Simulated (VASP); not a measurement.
TePt, 2 atoms in the cell. The structure is cubic, space group F-43m (No. 216). Conventional cell: a = 6.490 Å, b = 6.490 Å, c = 6.490 Å, α = 90.00°, β = 90.00°, γ = 90.00°. Pt (site symmetry -43m) is surrounded by 4 Te at 2.81 Å. Te (site symmetry -43m) has 4 Pt at 2.81 Å as nearest neighbours. Measurements of this composition are mostly on another form, of space group No. 166.

```yaml
Program: VASP 6.6.1
Task: single point
Functional: PBEsol
Potentials_or_basis: VASP PAW PBE potentials, release 64 (Pt, Te)
Cutoff: 520 eV
k_mesh: 5 × 5 × 5
Occupations: gaussian, width 0.05 eV
Spin: non-collinear spin, random start, spin-orbit coupling
Starting_moments: "[[0.154, 0.022, 0.17], [-0.0, 0.0, 0.0]] μB"
Hubbard_terms: Pt d U = 7 eV
Further_INCAR_settings: ALGO = Fast; EDIFF = 1e-06; NBANDS = 28
```

Potentials or basis: VASP PAW PBE potentials, release 64 (Pt, Te).

The run is started by

```sh
$ cat potpaw_PBE.64/Pt/POTCAR potpaw_PBE.64/Te/POTCAR > POTCAR
$ mpirun -np 1 vasp_ncl > vasp.out
```

Hardware: 1 thread of Intel(R) Xeon(R) 6975P-C (Granite Rapids), with other jobs on the host.

How long does it take, and how much memory?

Run time: 6.8 min on 1 thread of Intel(R) Xeon(R) 6975P-C (Granite Rapids), on a shared host, peak memory 0.62 GiB. Counts: scf iterations 18, k points 125.
